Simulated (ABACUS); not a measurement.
HfN:

```xyz
4
Lattice="3.1339 0.0000 0.0000 -1.5670 2.7140 0.0000 0.0000 0.0000 5.4168" Properties=species:S:1:pos:R:3 pbc="T T T"
Hf    0.0000    1.8094    1.3542
Hf    1.5670    0.9047    4.0626
N     0.0000    0.0000    2.7084
N     0.0000    0.0000    0.0000
```

The cell comes from a database or a generator and needn't be the stable form of this composition.

| Item | Value |
| --- | --- |
| Program | ABACUS 3.10.1 |
| Task | single point |
| Functional | PBE |
| Potentials or basis | PseudoDojo NC SR 0.4.1 PBE standard |
| Cutoff | 1143 eV |
| Density cutoff | 4572 eV |
| Basis | plane waves |
| k mesh | 10 × 10 × 5 |
| Occupations | fermi-dirac, width 0.05 eV |
| Spin | no spin polarisation |

On this cell: pressure 5.4 GPa; largest force under 0.003 eV/Å; band gap on the k mesh none (metal or under the smearing width).

The same run follows on a disturbed copy (atoms moved at random, drawn with an rms of 0.05 Å):

```
Hf N
1.0
     3.13391    0.00000    0.00000
    -1.56695    2.71404    0.00000
     0.00000    0.00000    5.41677
Hf N
2 2
Cartesian
  0.0206 1.7754 1.3568
  1.5469 0.9110 4.0622
  0.0295 -0.0096 2.6638
  0.0109 0.0061 -0.0361
```

Task: What does the disturbed cell give?

Result: The energy (extrapolated to zero smearing) moves by +6.2 meV/atom; pressure 5.8 GPa; largest force 0.581 eV/Å; band gap on the k mesh none (metal or under the smearing width).

Forces on the atoms (eV/Å):
```
Hf  -0.011  0.315 -0.451
Hf   0.388 -0.074 -0.378
N   -0.279 -0.043  0.507
N   -0.099 -0.197  0.322
```

Stress tensor (GPa, compression positive):
```
 6.18 -0.33 -0.10
-0.33  5.74 -0.02
-0.10 -0.02  5.55
```

Caveats: there are fewer bands than atomic start orbitals, so a level may be missed at k points of high symmetry.
